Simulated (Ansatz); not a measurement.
# Sulfur, alpha-S8 (Fddd): B3LYP at the BLYP geometry

Aim: see what exact exchange does to the levels, and what it costs. Spin polarisation is left out. The geometry was relaxed under BLYP beforehand and is kept. Exact exchange is dear, so the k-mesh is coarse, and BLYP is run on the same mesh for comparison.

Computed with Ansatz 0.2.0 (DFT, plane waves (420 eV) with PBE-made PAW files, scalar-relativistic; functionals as named at each step, unless a step says otherwise).

### Step 1. The system as given

It takes space group Fddd (No. 70, orthorhombic). The conventional cell has a = 14.840 Å, b = 17.702 Å, c = 31.769 Å, α = 90.00°, β = 90.00°, γ = 90.00°. S (site symmetry 1) has 2 S at 2.10 Å as nearest neighbours.

Structure file:

```cif
data_structure
_symmetry_space_group_name_H-M 'Fddd:1'
_symmetry_Int_Tables_number 70
_cell_length_a 14.8397
_cell_length_b 17.7019
_cell_length_c 31.7687
_cell_angle_alpha 90.000
_cell_angle_beta 90.000
_cell_angle_gamma 90.000
_cell_volume 8345.35
loop_
_atom_site_label
_atom_site_type_symbol
_atom_site_symmetry_multiplicity
_atom_site_Wyckoff_symbol
_atom_site_fract_x
_atom_site_fract_y
_atom_site_fract_z
_atom_site_occupancy
S1 S 32 h 0.98217 0.94262 0.39806 1
S2 S 32 h 0.92225 0.88787 0.29832 1
S3 S 32 h 0.87359 0.92525 0.35680 1
S4 S 32 h 0.43338 0.01998 0.24297 1
```

### Step 2. BLYP, coarse mesh

The run with BLYP.

The input, input.yaml:

```yaml
crystal:
  lattice:
    - [0.0, 8.8509350933, 15.884346398]
    - [7.41987031, 0.0, 15.884346398]
    - [7.41987031, 8.8509350933, 0.0]
  atoms:
    - { symbol: S, position: [0.3585057653, 0.4376050485, 0.5267356137] }
    - { symbol: S, position: [0.6771535725, 0.5267356137, 0.4376050485] }
    - { symbol: S, position: [0.5267356137, 0.6771535725, 0.3585057653] }
    - { symbol: S, position: [0.4376050485, 0.3585057653, 0.6771535725] }
    - { symbol: S, position: [0.5728464275, 0.7232643863, 0.8123949515] }
    - { symbol: S, position: [0.7232643863, 0.5728464275, 0.8914942347] }
    - { symbol: S, position: [0.8123949515, 0.8914942347, 0.5728464275] }
    - { symbol: S, position: [0.8914942347, 0.8123949515, 0.7232643863] }
    - { symbol: S, position: [0.2639418456, 0.33270374, 0.5117984669] }
    - { symbol: S, position: [0.8915559475, 0.5117984669, 0.33270374] }
    - { symbol: S, position: [0.5117984669, 0.8915559475, 0.2639418456] }
    - { symbol: S, position: [0.33270374, 0.2639418456, 0.8915559475] }
    - { symbol: S, position: [0.3584440525, 0.7382015331, 0.91729626] }
    - { symbol: S, position: [0.7382015331, 0.3584440525, 0.9860581544] }
    - { symbol: S, position: [0.91729626, 0.9860581544, 0.3584440525] }
    - { symbol: S, position: [0.9860581544, 0.91729626, 0.7382015331] }
    - { symbol: S, position: [0.4084513879, 0.3051433079, 0.4420463573] }
    - { symbol: S, position: [0.8443589469, 0.4420463573, 0.3051433079] }
    - { symbol: S, position: [0.4420463573, 0.8443589469, 0.4084513879] }
    - { symbol: S, position: [0.3051433079, 0.4084513879, 0.8443589469] }
    - { symbol: S, position: [0.4056410531, 0.8079536427, 0.9448566921] }
    - { symbol: S, position: [0.8079536427, 0.4056410531, 0.8415486121] }
    - { symbol: S, position: [0.9448566921, 0.8415486121, 0.4056410531] }
    - { symbol: S, position: [0.8415486121, 0.9448566921, 0.8079536427] }
    - { symbol: S, position: [0.8295709999, 0.6563744744, 0.2103909959] }
    - { symbol: S, position: [0.6563744744, 0.8295709999, 0.3036635298] }
    - { symbol: S, position: [0.2103909959, 0.3036635298, 0.8295709999] }
    - { symbol: S, position: [0.3036635298, 0.2103909959, 0.6563744744] }
    - { symbol: S, position: [0.5936255256, 0.4204290001, 0.9463364702] }
    - { symbol: S, position: [0.0396090041, 0.9463364702, 0.4204290001] }
    - { symbol: S, position: [0.9463364702, 0.0396090041, 0.5936255256] }
    - { symbol: S, position: [0.4204290001, 0.5936255256, 0.0396090041] }
hamiltonian:
  xc: blyp
  pseudopotentials:
    kind: paw
    azcp:
      S: "pseudopotentials/S.paw.azcp"
basis:
  ecutwfc: 420
  fft_grid_basis: typed
kpoints:
  mp_grid: { grid: [2, 2, 2], shift: [0, 0, 0] }
magnetization:
  spin_polarized: false
scf:
  occupations: { method: fermi_dirac, width: 0.1 }
```

### Step 3. B3LYP on the coarse mesh

The run with B3LYP.

input.yaml, as its differences from that of step 2:

```diff
@@ -39,3 +39,3 @@
 hamiltonian:
-  xc: blyp
+  xc: b3lyp
   pseudopotentials:
```

(Steps that only read results are left out.)

Q: Predict the outcome of this session. Wanted: BLYP: gap; B3LYP: gap.

The runs gave:

| quantity | value |
| --- | --- |
| BLYP: gap | 2.90 eV |
| B3LYP: gap | 4.40 eV |
| B3LYP: SCF cycles, exchange loops | 15, 2 |
| B3LYP: CPU time over that of BLYP | 73 |

What this shows: Exact exchange widens the gap from 2.90 eV (BLYP) to 4.40 eV (B3LYP). The hybrid took 73 times as much CPU time as BLYP on the same settings. The exchange operator of B3LYP was renewed in 2 outer loops. A gap read on the mesh alone is an upper bound to the gap of this level of theory. The total energies in the logs cannot be compared from one functional to another.
